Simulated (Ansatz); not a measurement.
Band structure of ZnTe (F-43m, 2 atoms in the cell).

```xyz
2
Lattice="0.0000 3.0358 3.0358 3.0358 0.0000 3.0358 3.0358 3.0358 0.0000" Properties=species:S:1:pos:R:3 pbc="T T T"
Zn     3.0358     3.0358     3.0358
Te     1.5179     1.5179     1.5179
```

Method: PBE, PAW files (plane waves; Ansatz, a program for electronic structure).

Settings: kpoints.mp_grid.grid = 6 6 6; hamiltonian.xc = pbe; hamiltonian.pseudopotentials = {kind: paw} (the program's default PAW files); scf.occupations.method = fixed; kpoints.band_path.npoints = 8.

The starting cell comes from a database of computed structures (which also holds hypothetical and non-ambient phases and stackings), without a prior relaxation at this level. Its lattice was rescaled by a random factor within 2.5 % of one. Spin-orbit coupling is off.

Predict the gap along the standard path and the places of the band edges.

The gap along the path is 1.32 eV, direct at Γ to within 0.01 eV.

Levels in eV from the top of the valence band on the path, bands 11 to 17:
```json
[
 {"point": "Γ", "11": "-6.72", "12": "0.00", "13": "0.00", "14": "0.00", "15": "1.32", "16": "4.39", "17": "4.39"},
 {"point": "X", "11": "-6.50", "12": "-5.07", "13": "-2.23", "14": "-2.23", "15": "2.25", "16": "2.37", "17": "9.88"},
 {"point": "W", "11": "-6.42", "12": "-4.93", "13": "-2.89", "14": "-2.67", "15": "4.57", "16": "4.86", "17": "5.82"},
 {"point": "K", "11": "-6.45", "12": "-4.96", "13": "-3.14", "14": "-1.85", "15": "2.65", "16": "4.76", "17": "7.78"},
 {"point": "L", "11": "-6.56", "12": "-5.25", "13": "-0.92", "14": "-0.92", "15": "1.80", "16": "5.06", "17": "5.06"},
 {"point": "U", "11": "-6.45", "12": "-4.96", "13": "-3.14", "14": "-1.85", "15": "2.65", "16": "4.76", "17": "7.78"}
]
```

Keys are those of Ansatz 0.2.
